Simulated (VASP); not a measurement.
ZrO2:

```
CELL_PARAMETERS angstrom
0.00000 2.60000 2.60000
2.60000 0.00000 2.60000
2.60000 2.60000 0.00000
ATOMIC_POSITIONS crystal
Zr 0.00000 0.00000 0.00000
O 0.25000 0.25000 0.25000
O 0.75000 0.75000 0.75000
```

The cell was built by a generator and needn't be a form met in nature.

Base run:

| Property | Result |
| --- | --- |
| Program | VASP 6.6.1 |
| Functional | HSE06 |
| Potentials or basis | VASP PAW PBE potentials, release 64 (Zr_sv, O) |
| Cutoff | 700 eV |
| k mesh | 6 × 6 × 6 |
| Occupations | gaussian, width 0.05 eV |
| Spin | no spin polarisation |

Its results: band gap on the k mesh 4.78 eV, indirect (least direct gap 5.13 eV); pressure -17.0 GPa.

Problem. The run is repeated on the same cell with these changes: functional from HSE06 to PBEsol. What comes out?

Solution. Band gap on the k mesh 3.11 eV, indirect (least direct gap 3.49 eV); pressure -16.9 GPa.

HSE06 gives the wider gap, since exact exchange removes part of the self-interaction.

Caveats: so large a pressure means that the cell lies far from this level's equilibrium, or that cutoff or potentials fall short; the potentials were made for another functional, which shifts forces and pressure.

A k mesh can miss the band edges.
